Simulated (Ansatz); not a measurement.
## Ge under changes of volume

One of the cells (39.048 Å³/atom); the others are scaled copies at fixed shape and fractional positions:

```
CELL_PARAMETERS angstrom
4.05040 0.00000 0.00000
-2.02520 3.50775 0.00000
0.00000 0.00000 10.99336
ATOMIC_POSITIONS crystal
Ge 0.66667 0.33333 0.41485
Ge 0.33333 0.66667 0.91485
Ge 0.00000 0.00000 0.47745
Ge 0.00000 0.00000 0.97745
```

This isn't the form of Ge at room conditions, which is diamond.

```yaml
Program: Ansatz 0.2.0
Functional: PBE
Potentials_or_basis: Ansatz PAW
Cutoff: "420 eV (not typed: the program's choice for these potentials)"
k_mesh: 8 × 8 × 3
Occupations: fermi-dirac, width 0.05 eV
Spin: no spin polarisation
```

```tsv
volume (Å³/atom)	energy over the lowest point (meV/atom)	pressure (GPa)	gap on the mesh (eV)	largest force (eV/Å)
36.705	10.22	1.8	0.70	0.145
37.486	3.46	1.0	0.69	0.082
38.267	?	?	?	?
39.048	0.00	-0.3	0.68	0.027
39.829	2.55	-0.8	0.59	0.075
40.610	7.54	-1.3	0.49	0.118
41.391	14.71	-1.7	0.39	0.159
```

Question: What does the run at 38.267 Å³/atom give?

Answer: Energy over the lowest point 0.19 meV/atom; pressure 0.3 GPa; gap on the mesh 0.68 eV; largest force 0.025 eV/Å.

Worked out: A Birch-Murnaghan fit of order 3 (a polynomial in V^(-2/3)) to the other rows has its minimum at 38.71 Å³/atom with B0 = V·E''(V) = 29 GPa and B' = 4.8 at fixed shape and positions, which overstates the stiffness. It gives 0.19 meV/atom at 38.267 Å³/atom, against the run's 0.19, and -dE/dV = 0.3 GPa, against 0.3. A parabola through the other rows of the gap, of slope -1.25 eV per unit of ln V there, gives 0.70 eV, against the run's 0.68.

Energies are extrapolated to zero smearing.

Caveats: odd divisions of the mesh miss points on the zone boundary, where band edges often lie, so the gap on the mesh can be too wide.

A mesh can miss the band edges. Spin-orbit coupling on Ge is left out.
